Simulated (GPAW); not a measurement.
A run of GPAW 26.7.0 is set up as follows.

The input run.py:

```python
from ase.dft.bandgap import bandgap
from ase.io import read, write
from ase.units import GPa
from gpaw import GPAW, PW

atoms = read('PtSe2.xyz')

calc = GPAW(mode=PW(500),
            xc='PBE',
            kpts={'size': (7, 7, 4), 'gamma': True},
            occupations={'name': 'fermi-dirac', 'width': 0.05},
            nbands=26,
            maxiter=120,
            txt='gpaw.txt')
atoms.calc = calc
energy = atoms.get_potential_energy()
forces = atoms.get_forces()
stress = atoms.get_stress()
calc.write('gs.gpw')
write('result.traj', atoms)
print(f'Energy: {energy:.6f} eV')
print('Forces (eV/A):')
print(forces.round(4))
print('Stress (GPa):', (stress / GPa).round(3))
print('Fermi level:', round(calc.get_fermi_level(), 4), 'eV')
print(f'Gap: {bandgap(calc)[0]:.4f} eV, direct: {bandgap(calc, direct=True)[0]:.4f} eV')
```

PtSe2.xyz

```xyz
3
Lattice="3.7240000000 0.0000000000 0.0000000000 -1.8620000000 3.2250786037 0.0000000000 0.0000000000 0.0000000000 5.0620000000" Properties=species:S:1:pos:R:3 pbc="T T T"
Pt     0.0000000000      0.0000000000      0.0000000000
Se     1.8620000002      1.0750262011      3.7965000000
Se    -0.0000000002      2.1500524026      1.2655000000
```

Potentials or basis: GPAW PAW data sets (gpaw-data 1.2.1), pw.

Launch:

```bash
$ OMP_NUM_THREADS=1 python run.py
```

Estimate the pressure.

7.3 GPa.

What does it give for the band gap on the k mesh?

None (metal or under the smearing width).

What does it give for the largest force?

0.620 eV/Å.

Stress tensor (GPa, compression positive):
```
7.94 0.00 0.00
0.00 7.94 0.00
0.00 0.00 5.96
```

Caveat: the cutoff is short for stress and forces, so pressures can be off by a GPa or more. Spin-orbit coupling is left out, which matters for the levels of Pt.
